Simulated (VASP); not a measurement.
GaP:

```
Ga P
1.0
     0.00000    2.72525    2.72525
     2.72525    0.00000    2.72525
     2.72525    2.72525    0.00000
Ga P
1 1
Direct
  0.00000 0.00000 0.00000
  0.75000 0.75000 0.75000
```

Program: VASP 6.6.1. Alike in all runs: task band structure; spin SOC, no magnetisation; cell as given; k mesh 6 × 6 × 6; cutoff (eV) 520; smearing gaussian 0.02 eV. Hardware: 2 MPI ranks on Intel(R) Xeon(R) Platinum 8488C (Sapphire Rapids) (shared host).

**Question.** Order these runs on this cell by their wall time, lowest first.
A. level r2SCAN; potentials or basis VASP PAW PBE potentials, release 64 (Ga_d, P)
B. level TB-mBJ; potentials or basis VASP PAW PBE potentials, release 64 (Ga_d, P)
C. level LDA; potentials or basis VASP PAW LDA potentials, release 64 (Ga_d, P)

**Answer.** C (140 s), B (290 s), A (630 s).

Runs at the PBE level aren't shown here.
